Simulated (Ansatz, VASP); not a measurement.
CaB2: VASP beside Ansatz

```
Ca B
1.0
     3.22643    0.00000    0.00000
    -1.61322    2.79417    0.00000
     0.00000    0.00000    4.06739
Ca B
1 2
Direct
  0.00000 0.00000 0.00000
  0.66667 0.33333 0.50000
  0.33333 0.66667 0.50000
```

The cell comes from a database or a generator and needn't be the stable form of this composition.

Alike in both runs: task relaxation of cell and atoms; functional r2SCAN; dispersion D3(BJ); k mesh 9 × 9 × 7; occupations fermi-dirac, width 0.05 eV; no spin polarisation.

|  | VASP | Ansatz |
| --- | --- | --- |
| version | VASP 6.6.1 | Ansatz 0.2.0 |
| potentials or method | VASP PAW PBE potentials, release 64 (Ca_sv, B) | Ansatz PAW |
| plane-wave cutoff (eV) | 600 | 500 |
| valence electrons in the cell | 16 | 16 |

Ansatz gave:

- gap on the k mesh at the Fermi level, each at its own relaxed structure (eV): none
- relaxed volume (Å³/atom): 12.02
- relaxed cell length with the largest relative difference (Å): 4.052
- energy change over the relaxation (meV/atom): -1

Task: What did VASP give for the same quantities?

Result: gap on the k mesh at the Fermi level, each at its own relaxed structure (eV): none; relaxed volume (Å³/atom): 12.07; relaxed cell length with the largest relative difference (Å): 4.062; energy change over the relaxation (meV/atom): -1.

A gap of «none» marks a metal or a gap that the smearing closes.

Caveats: pairwise dispersion overbinds metals, which lowers pressure and volume; the PAW data sets were made with another functional, which shifts forces and pressure a little (VASP); the plane-wave basis is chosen anew once the cell has moved, so the energies of steps on either side of that aren't comparable (Ansatz); the PAW data sets come from PBE, with cores solved anew for the run's functional, which leaves a small shift of forces and pressure (Ansatz); the dispersion damping was fitted for another functional or another form of the correction (Ansatz).
